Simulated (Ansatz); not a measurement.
**P and a variant**

Base: a structure deposited in the COD, its atoms then relaxed with PBE in this cell.

```
P
1.0
     5.50300    0.00000    0.00000
    -1.99327   10.70009    0.00000
    -1.88123   -1.26579   10.78810
P
24
Direct
  0.07748 0.99093 0.67569
  0.92252 0.00907 0.32431
  0.58563 0.17901 0.54089
  0.41437 0.82099 0.45911
  0.17150 0.05096 0.18947
  0.82850 0.94904 0.81053
  0.77835 0.37811 0.55989
  0.22165 0.62189 0.44011
  0.69046 0.30306 0.02434
  0.30954 0.69694 0.97566
  0.23865 0.01411 0.87565
  0.76135 0.98589 0.12435
  0.50213 0.31794 0.67775
  0.49787 0.68206 0.32225
  0.37326 0.32286 0.47788
  0.62674 0.67714 0.52212
  0.07852 0.36668 0.13007
  0.92148 0.63332 0.86993
  0.00782 0.14570 0.79974
  0.99218 0.85430 0.20026
  0.80282 0.48999 0.13471
  0.19718 0.51001 0.86529
  0.76336 0.31783 0.22882
  0.23664 0.68217 0.77118
```

Atoms are numbered from 1 in the order listed; like atoms form one site, named after its first atom.

Method: Kohn–Sham DFT in Ansatz, PBE, plane waves and PAW, scalar-relativistic, 420 eV cutoff, Γ-centred 6×3×3 k-points, Fermi–Dirac smearing 0.02 eV.

Problem. Variant: z compressed by 3 %, ions relaxed. What happens to the gradients (10²¹ V/m²)?

Solution. 

| site | atoms | V_zz base | η base | V_zz variant | η variant |
| --- | --- | --- | --- | --- | --- |
| P1 | 1, 2 | 0.45 | 0.01 | 0.46 | 0.06 |
| P3 | 3, 4 | 0.44 | 0.27 | 0.35 | 0.37 |
| P5 | 5, 6 | 0.44 | 0.56 | 0.41 | 0.57 |
| P7 | 7, 8 | 0.44 | 0.64 | 0.39 | 0.80 |
| P9 | 9, 10 | 0.32 | 0.65 | 0.32 | 0.66 |
| P11 | 11, 12 | 0.39 | 0.70 | 0.36 | 0.59 |
| P13 | 13, 14 | 0.42 | 0.58 | 0.37 | 0.80 |
| P15 | 15, 16 | 0.30 | 0.22 | 0.28 | 0.47 |
| P17 | 17, 18 | 0.33 | 0.69 | 0.32 | 0.82 |
| P19 | 19, 20 | 0.45 | 0.68 | 0.37 | 0.89 |
| P21 | 21, 22 | 0.45 | 0.39 | 0.41 | 0.53 |
| P23 | 23, 24 | 0.45 | 0.53 | 0.41 | 0.63 |

The largest change of V_zz is on P3, from 0.44 to 0.35. Where |V_zz| stays above 0.1, η moves most on P15, from 0.22 to 0.47.
